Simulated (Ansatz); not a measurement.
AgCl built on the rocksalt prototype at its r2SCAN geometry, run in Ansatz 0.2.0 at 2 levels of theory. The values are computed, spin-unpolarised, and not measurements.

The r2SCAN input:
```yaml
crystal:
  lattice:
    - [0.0, 2.7731838115, 2.7731838115]
    - [2.7731838115, 0.0, 2.7731838115]
    - [2.7731838115, 2.7731838115, 0.0]
  atoms:
    - { symbol: Ag, position: [0.0, 0.0, 0.0] }
    - { symbol: Cl, position: [0.5, 0.5, 0.5] }
kpoints:
  mp_grid: { grid: [8, 8, 8] }
  band_path:
    path:
      - [0.0, 0.0, 0.0]
      - [0.5, 0.0, 0.5]
      - [0.625, 0.25, 0.625]
      - [0.375, 0.375, 0.75]
      - [0.5, 0.5, 0.5]
      - [0.5, 0.25, 0.75]
      - [0.0, 0.0, 0.5]
      - [0.0375, 0.0375, 0.075]
    npoints: 1
hamiltonian:
  xc: r2scan
scf:
  occupations: { method: fixed }
  n_extra_bands: 4
output:
  forces: true
  stress: true
  eigenvalues: true
  write_density: true
  write_potential: true
  elf: true
  volumetric_format: npy
```

Main results, then, where recorded, the levels near the gap in eV from the Fermi energy (columns number the bands from 0), one row a point of the path (Γ, X, U, K, L, W, L, K–Γ (0.90)):
```
Crystal: 2 atoms, lattice volume = 42.655 Å³
Symmetry: 48 space group operations
Space group: Fm-3m (ITA 225)
```
```
Basis set: ecut = 500 eV, 1067 PW (Γ)
Bands: 17, of which v1, the nominal top of the filled ones, is band 13 counted from 1 (12 counted from 0)
k-points: 29 of 512
Free energy (F): -8688.746840 eV
Fermi energy:    7.789498 eV
--- Stress (GPa, compression-positive) ---
       -0.035516       0.000000       0.000000
        0.000000      -0.035516       0.000000
        0.000000       0.000000      -0.035516
  P = ⅓ Tr σ = -0.0355 GPa (-0.355 kbar)
```
```tsv
band_8	band_9	band_10	band_11	band_12	band_13	band_14	band_15
-2.406	-2.406	-2.406	-2.397	-2.397	1.475	11.198	11.198
-2.770	-2.215	-1.981	-1.981	-1.863	2.969	8.304	9.294
-2.320	-2.038	-1.867	-1.636	-1.047	4.196	7.720	8.688
-2.320	-2.038	-1.867	-1.636	-1.047	4.196	7.720	8.688
-2.095	-2.095	-1.771	0.000	0.000	4.738	7.218	8.247
-2.012	-2.012	-1.981	-1.952	-1.137	4.763	8.366	8.366
-2.095	-2.095	-1.771	0.000	0.000	4.738	7.218	8.247
-2.445	-2.416	-2.235	-2.142	-1.929	1.661	10.788	11.075
```

The r2SCAN gap is indirect, 1.48 eV (L to Γ), below the direct gap of 3.59 eV at K–Γ (0.90 of the way from K).

PBE0. Against the first input these blocks differ (the band path and keys that only write files left aside):
```yaml
kpoints:
  mp_grid: { grid: [6, 6, 6] }
hamiltonian:
  xc: pbe0
```

```
Basis set: ecut = 420 eV, 869 PW (Γ)
Bands: 17, of which v1, the nominal top of the filled ones, is band 13 counted from 1 (12 counted from 0)
k-points: 16 of 216
hybrid outer 1: dexx = +1.391e-2 eV, tail = 2.25e-5 eV
hybrid outer 2: dexx = +4.425e-7 eV, tail = 3.62e-8 eV, Δε = 2.05e-3 eV
Free energy (F): -8674.666041 eV
Fermi energy:    6.684062 eV
--- Stress (GPa, compression-positive) ---
        1.270583       0.000000       0.000000
        0.000000       1.270583       0.000000
        0.000000       0.000000       1.270583
  P = ⅓ Tr σ = 1.2706 GPa (12.706 kbar)
```
```tsv
band_8	band_9	band_10	band_11	band_12	band_13	band_14	band_15
-2.894	-2.894	-2.232	-2.232	-2.232	3.106	13.109	13.109
-3.038	-2.707	-2.406	-2.406	-2.339	4.759	10.108	11.088
-2.731	-2.466	-2.220	-1.958	-1.177	6.022	9.502	10.485
-2.731	-2.466	-2.220	-1.958	-1.177	6.022	9.502	10.485
-2.527	-2.527	-2.085	0.000	0.000	6.346	9.251	9.997
-2.431	-2.406	-2.326	-2.326	-1.288	6.635	10.162	10.162
-2.527	-2.527	-2.085	0.000	0.000	6.346	9.251	9.997
-2.887	-2.877	-2.195	-2.186	-1.955	3.295	12.661	12.973
```

PBE0 gives an indirect gap of 3.11 eV, from L to Γ; the least direct gap is 5.25 eV at K–Γ (0.90 of the way from K). The mean pressure is +1.3 GPa (compression positive), so PBE0 would enlarge the cell's volume. (The program warns that its thresholds are loose for a hybrid's stress.)

The hybrids run on coarser meshes, which limits their stresses and small splittings of levels.

Totals of different functionals can't be compared.

Spin-orbit coupling is left out.
